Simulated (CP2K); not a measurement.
Al in CP2K: convergence with k mesh

Input of the first run (k mesh 3 × 3 × 3); the others differ in this setting and in those tied to it:

al_converge.inp

```
&GLOBAL
  PROJECT al_converge
  RUN_TYPE ENERGY_FORCE
  PRINT_LEVEL LOW
&END GLOBAL
&FORCE_EVAL
  METHOD QS
  STRESS_TENSOR ANALYTICAL
  &DFT
    BASIS_SET_FILE_NAME BASIS_MOLOPT
    POTENTIAL_FILE_NAME GTH_POTENTIALS
    &MGRID
      CUTOFF 450
      REL_CUTOFF 60
      NGRIDS 5
    &END MGRID
    &QS
      METHOD GPW
      EPS_DEFAULT 1.0E-9
    &END QS
    &KPOINTS
      SCHEME MONKHORST-PACK 3 3 3
      GAMMA_CENTERED T
      SYMMETRY T
      SYMMETRY_BACKEND SPGLIB
    &END KPOINTS
    &SCF
      SCF_GUESS ATOMIC
      EPS_SCF 1.0E-6
      MAX_SCF 100
      ADDED_MOS 8
      CHOLESKY OFF
      EPS_EIGVAL 1.0E-7
      &DIAGONALIZATION ON
        ALGORITHM STANDARD
      &END DIAGONALIZATION
      &MIXING ON
        METHOD BROYDEN_MIXING
        ALPHA 0.4
        BETA 1.5
        NBUFFER 8
      &END MIXING
      &SMEAR ON
        METHOD FERMI_DIRAC
        ELECTRONIC_TEMPERATURE [K] 300.557
      &END SMEAR
    &END SCF
    &XC
      &XC_FUNCTIONAL
        &GGA_X_PBE_SOL
        &END GGA_X_PBE_SOL
        &GGA_C_PBE_SOL
        &END GGA_C_PBE_SOL
      &END XC_FUNCTIONAL
    &END XC
    &PRINT
      &KPOINTS ON
      &END KPOINTS
      &MULLIKEN ON
      &END MULLIKEN
      &MO ON
        ENERGIES T
        OCCUPATION_NUMBERS T
        &EACH
          QS_SCF 0
        &END EACH
        ADD_LAST NUMERIC
      &END MO
    &END PRINT
  &END DFT
  &SUBSYS
    &CELL
      A 2.8244943504 0.0000000000 0.0000000000
      B -0.8808391247 2.4944476257 0.0000000000
      C -0.8793750862 -1.3637441681 2.2817426864
      PERIODIC XYZ
    &END CELL
    &COORD
      Al  0.0000000000 0.0000000000 0.0000000000
    &END COORD
    &KIND Al
      BASIS_SET DZVP-MOLOPT-SR-GTH-q3
      POTENTIAL GTH-PBE-q3
    &END KIND
    &PRINT
      &ATOMIC_COORDINATES ON
      &END ATOMIC_COORDINATES
      &CELL ON
      &END CELL
      &SYMMETRY ON
      &END SYMMETRY
    &END PRINT
  &END SUBSYS
  &PRINT
    &FORCES ON
    &END FORCES
    &STRESS_TENSOR ON
    &END STRESS_TENSOR
  &END PRINT
&END FORCE_EVAL
```

Potentials or basis: GTH_POTENTIALS Al GTH-PBE-q3; DZVP-MOLOPT-SR-GTH basis.

The run is started by

```bash
$ OMP_NUM_THREADS=1 cp2k.psmp -i al_converge.inp -o al_converge.out
```

This isn't the form of Al at room conditions, which is fcc.

Hardware: 1 thread of Arm Neoverse V2, on a shared host.

```csv
k mesh,"energy less the tightest run, at zero smearing (meV/atom)",pressure (GPa),SCF cycles,CPU time (s),peak memory (GiB)
3 × 3 × 3,116.03,5.61,9,6.2,0.19
4 × 5 × 4,156.60,5.36,9,6.8,0.19
5 × 6 × 6,-6.17,4.27,9,8,0.19
7 × 7 × 7,5.14,3.55,9,9.9,0.19
8 × 8 × 8,19.26,4.15,9,12,0.19
10 × 10 × 10,-5.83,4.22,9,18,0.19
11 × 12 × 12,-1.75,4.09,9,25,0.2
14 × 15 × 14,0.00,3.94,9,41,0.21
```

Not settled before the last step: the energy (to 1 meV/atom), the pressure (to 0.1 GPa). Meshes of other sizes hit other points, so gaps and Fermi surfaces needn't settle smoothly. The tightest run that finished is the yardstick and may itself not be fully converged.

Caveat, for the tightest run too: the potentials were made for another functional, which shifts forces and pressure; the basis of atomic orbitals isn't converged, which shifts pressures, moduli and gaps.
